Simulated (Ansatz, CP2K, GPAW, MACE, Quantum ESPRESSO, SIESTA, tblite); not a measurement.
**A faulty CP2K run on generalised stacking fault on (110) of a KCl-RbCl solid solution (80 atoms)**

Program: CP2K 2026.2, a calculation on a cell of 13 Rb, 40 Cl and 27 K, 24.8 Å³ an atom.

The input, input.inp:

```
&GLOBAL
  PROJECT cell
  RUN_TYPE ENERGY_FORCE
  PRINT_LEVEL LOW
&END GLOBAL
&FORCE_EVAL
  METHOD QS
  STRESS_TENSOR ANALYTICAL
  &DFT
    BASIS_SET_FILE_NAME BASIS_MOLOPT
    POTENTIAL_FILE_NAME GTH_POTENTIALS
    &MGRID
      CUTOFF 600
      REL_CUTOFF 50
      NGRIDS 5
    &END MGRID
    &QS
      EPS_DEFAULT 1.0E-12
    &END QS
    &SCF
      SCF_GUESS ATOMIC
      EPS_SCF 1.0E-06
      MAX_SCF 25
      ADDED_MOS 52
      &DIAGONALIZATION
        ALGORITHM STANDARD
      &END DIAGONALIZATION
      &SMEAR ON
        METHOD FERMI_DIRAC
        ELECTRONIC_TEMPERATURE [K] 580
      &END SMEAR
      &MIXING
        METHOD BROYDEN_MIXING
        ALPHA 0.15
        NBROYDEN 8
      &END MIXING
      &PRINT
        &RESTART OFF
        &END RESTART
      &END PRINT
    &END SCF
    &XC
      &XC_FUNCTIONAL PBE
      &END XC_FUNCTIONAL
    &END XC
    &PRINT
      &MULLIKEN ON
      &END MULLIKEN
      &LOWDIN ON
      &END LOWDIN
      &MO ON
        EIGENVALUES T
        OCCUPATION_NUMBERS T
        MO_INDEX_RANGE 309 332
        &EACH
          QS_SCF 0
        &END EACH
        ADD_LAST NUMERIC
      &END MO
    &END PRINT
  &END DFT
  &SUBSYS
    &CELL
      A 7.33940 0.00000 0.00000
      B 0.00000 10.37948 0.00000
      C 3.36387 0.00000 26.04870
    &END CELL
    &COORD
      Rb 13.83733 0.04805 48.97368
      Cl 3.48273 19.59449 4.90076
      K 6.94688 0.00510 49.06770
      Cl 10.44597 19.58449 4.96229
      K 13.83105 9.80489 48.95940
      Cl 3.50967 9.82627 4.87418
      K 6.93778 9.81274 48.94463
      Cl 10.47189 9.75292 4.91701
      K 13.88052 4.94766 4.83530
      Cl 3.49844 4.85488 9.74049
[... 66 atom lines left out ...]
      K 13.88748 14.68979 44.08227
      Cl 17.33561 14.75667 49.06523
      Rb 7.00903 14.70156 44.09309
      Cl 10.41964 14.76001 49.01749
    &END COORD
    &KIND Rb
      BASIS_SET DZVP-MOLOPT-SR-GTH-q9
      POTENTIAL GTH-PBE-q9
    &END KIND
    &KIND Cl
      BASIS_SET DZVP-MOLOPT-SR-GTH-q7
      POTENTIAL GTH-PBE-q7
    &END KIND
    &KIND K
      BASIS_SET DZVP-MOLOPT-SR-GTH-q9
      POTENTIAL GTH-PBE-q9
    &END KIND
  &END SUBSYS
  &PRINT
    &FORCES ON
    &END FORCES
    &STRESS_TENSOR ON
    &END STRESS_TENSOR
  &END PRINT
&END FORCE_EVAL
```

Run with:

```
> OMP_NUM_THREADS=1 mpirun -np 4 cp2k.psmp -i input.inp > output.txt
```

Numbers of over 12 decimals in the logs are rounded to 6 here.

Output:

```text
CP2K| version string:                                       CP2K version 2026.2
 CP2K| Input file name                                                 input.inp
 GLOBAL| Basis set file name                                        BASIS_MOLOPT
 GLOBAL| Potential file name                                      GTH_POTENTIALS
 GLOBAL| Run type                                                   ENERGY_FORCE
 GLOBAL| Total number of message passing processes                             4
 GLOBAL| Number of threads for this process                                    1
 TOTAL NUMBERS AND MAXIMUM NUMBERS
  Total number of            - Atomic kinds:                                   3
                             - Atoms:                                         80
                             - Shell sets:                                    80
                             - Shells:                                       440
                             - Primitive Cartesian functions:                413
                             - Cartesian basis functions:                   1160
[... lines left out ...]
                        Smear method:                                FERMI_DIRAC
[... lines left out ...]
                        Electronic temperature [a.u.]:                  1.84E-03
                        Accuracy threshold:                             1.00E-10
 Extrapolation method: initial_guess
 Number of electrons:                                                        640
 Number of occupied orbitals:                                                320
 Number of molecular orbitals:                                               372
 Number of orbital functions:                                               1080
 Number of independent orbital functions:                                   1080
 SCF WAVEFUNCTION OPTIMIZATION
  Step     Update method      Time    Convergence         Total energy    Change
     1 NoMix/Diag. 0.15E+00    4.1 10577.48684404      1050.4000765557  1.05E+03
     2 Broy./Diag. 0.15E+00    6.7   451.83569700      1931.7475843303  8.81E+02
     3 Broy./Diag. 0.15E+00    6.8  1130.74160118      1536.2536011878 -3.95E+02
     4 Broy./Diag. 0.15E+00    6.8   721.43910513      1236.5158899511 -3.00E+02
[...]
24 Broy./Diag. 0.15E+00    6.9     0.05762916      1057.7807613956 -6.53E-04
    25 Broy./Diag. 0.15E+00    6.9     0.04569881      1057.7815374175  7.76E-04
  Leaving inner SCF loop after reaching    25 steps.
  Electronic density on regular grids:       -639.9999999958        0.0000000042
  Core density on regular grids:              639.9999999995       -0.0000000005
  Total charge density on r-space grids:        0.0000000036
  Total charge density g-space grids:           0.0000000036
  Overlap energy of the core charge distribution:             822.332988
  Self energy of the core charge distribution:              -3497.119936
  Core Hamiltonian energy:                                   2325.150810
  Hartree energy:                                            1860.776093
  Exchange-correlation energy:                               -453.357447
  Electronic entropic energy:                                  -0.000976255
  Fermi energy:                                                 0.017594
  Total energy:                                              1057.781537
  Total energy (extrapolated to T->0):                       1057.782026
 *   ___                                                                       *
 *  /   \                                                                      *
 * [ABORT]                                                                     *
 *  \___/     SCF run NOT converged. To continue the calculation regardless,   *
 *    |             please set the keyword IGNORE_CONVERGENCE_FAILURE.         *
 *  O/|                                                                        *
 * /| |                                                                        *
```

Wall time 3 min (4 MPI ranks of Arm Neoverse V2, shared host); peak memory 6.2 GiB.

Banners, paths, timers and routine set-up lines are dropped from the logs unmarked, and long logs keep their key lines alone; longer cuts are marked.

Q: Name the fault.

Coordinates in bohr read as angstrom: coordinates scaled by 1.8897. Mend: give the lengths in ångström, or name the unit.

The run ended unconverged.

[Also dropped from logs without a mark: logging warnings of Python, and SIESTA's first energy breakdown and zero terms.]

[Logs are printed without paths, hosts, clocks, repeated set-up lines and the standing remarks that a program may print on its own settings, such as how far it seeks lower states.]

[Hosts, paths, dates, database ids (printed as entryN), source tags and the programs' standing remarks are cut or masked in the printed files.]
